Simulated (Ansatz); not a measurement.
**Electrostatic potentials at the N nuclei in Ta₃N₅**

Cell: a Materials Project structure (computed, not necessarily an observed phase), taken as it stands.

```cif
data_Ta3N5
_symmetry_space_group_name_H-M 'Cmcm'
_symmetry_Int_Tables_number 63
_cell_length_a 3.8811
_cell_length_b 10.2770
_cell_length_c 10.3094
_cell_angle_alpha 90.000
_cell_angle_beta 90.000
_cell_angle_gamma 90.000
loop_
_atom_site_label
_atom_site_type_symbol
_atom_site_symmetry_multiplicity
_atom_site_Wyckoff_symbol
_atom_site_fract_x
_atom_site_fract_y
_atom_site_fract_z
Ta1 Ta 4 c 0.5000 0.3030 0.7500
Ta2 Ta 8 f 0.5000 0.6333 0.9399
N7 N 8 f 0.5000 0.4529 0.8812
N8 N 8 f 0.5000 0.8081 0.0741
N11 N 4 c 0.5000 0.2632 0.2500
```

One atom of each set is listed; the run and its k-mesh use a cell of 16 atoms with edges of 5.49, 5.49, 10.31 Å.

The numbers come from a DFT calculation in Ansatz (r2SCAN, plane waves and PAW, scalar-relativistic, 500 eV cutoff, Γ-centred 8×8×3 k-points, Fermi–Dirac smearing 0.02 eV).

The potential at a nucleus is that of all electrons and the other nuclei. A higher potential binds the core electrons more strongly, so differences between sites of one element are the initial-state part of core-level shifts.

Problem. Rank the N sites by the potential at the nucleus, lowest first, and give each against the lowest.
A. N8: 4 Ta at 2.04–2.27 Å
B. N11: 4 Ta at 2.06–2.23 Å
C. N7: 3 Ta at 1.95–2.05 Å

Solution. C (0.00 V), A (0.19 V), B (0.42 V).
